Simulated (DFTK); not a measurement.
**Ni under changes of volume**

One of the cells (10.492 Å³/atom); the others are scaled copies at fixed shape and fractional positions:

```
Ni
1.0
     0.00000    1.73757    1.73757
     1.73757    0.00000    1.73757
     1.73757    1.73757    0.00000
Ni
1
Cartesian
  0.0000 0.0000 0.0000
```

| Quantity | Value |
| --- | --- |
| Program | DFTK 0.8.2 |
| Functional | r2SCAN |
| Potentials or basis | SG15 1.2 (PBE) |
| Cutoff | 1225 eV |
| k mesh | 8 × 8 × 8 |
| Occupations | fermi-dirac, width 0.05 eV |
| Spin | collinear spin, ferromagnetic start |
| Starting moments | [1.0] μB |

```tsv
volume (Å³/atom)	energy over the lowest point (meV/atom)	pressure (GPa)
9.862	30.49	16.2
10.072	13.30	10.3
10.282	3.43	5.0
10.492	0.00	0.3
10.702	?	?
10.912	10.04	-7.5
11.122	22.21	-10.8
```

**Question.** What does the run at 10.702 Å³/atom give?

**Answer.** Energy over the lowest point 2.45 meV/atom; pressure -3.8 GPa.

Worked out: A Birch-Murnaghan fit of order 3 (a polynomial in V^(-2/3)) to the other rows has its minimum at 10.51 Å³/atom with B0 = V·E''(V) = 219 GPa and B' = 4.7. It gives 2.44 meV/atom at 10.702 Å³/atom, against the run's 2.45, and -dE/dV = -3.9 GPa, against -3.8.

Energies are extrapolated to zero smearing.

Caveats: all runs use coarse meshes; the potentials were made for another functional, which shifts forces and pressure.
